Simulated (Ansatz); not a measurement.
SiC: field gradients at two levels of theory

Cell: a COD entry, its atoms then relaxed with PBE in this cell.

Space group P6_3mc (No. 186); a = 3.0950, c = 15.1700 Å, γ = 120.00°.

```csv
site,Wyckoff,site symmetry,x,y,z
Si1,2a,3m.,0.0000,0.0000,0.1250
Si3,2b,3m.,0.3333,0.6667,0.2918
Si5,2b,3m.,0.3333,0.6667,0.9583
C7,2a,3m.,0.0000,0.0000,0.9997
C9,2b,3m.,0.3333,0.6667,0.1668
C11,2b,3m.,0.3333,0.6667,0.8333
```

One atom of each set is listed.

First run. Method: Kohn–Sham DFT in Ansatz, PBE, plane waves and PAW, scalar-relativistic, 420 eV cutoff, Γ-centred 10×10×2 k-points, Fermi–Dirac smearing 0.02 eV.

```csv
site,V_zz (10²¹ V/m²),η
Si1,-0.097,0.00
Si3,0.17,0.00
Si5,0.22,0.00
C7,0.18,0.00
C9,0.034,0.00
```

Second run. The same atoms and settings, except that the functional is r2SCAN and the cutoff is 500 eV.

**Question.** What does the second run give?

**Answer.** 

| site | V_zz | η | change of V_zz |
| --- | --- | --- | --- |
| Si1 | -0.090 | 0.00 | +0.01 |
| Si3 | 0.16 | 0.00 | -0.01 |
| Si5 | 0.24 | 0.00 | +0.02 |
| C7 | 0.18 | 0.00 | 0.00 |
| C9 | 0.025 | 0.00 | -0.01 |

No V_zz moves by more than 0.02. Sites with |V_zz| of 0.02 or less aren't listed.
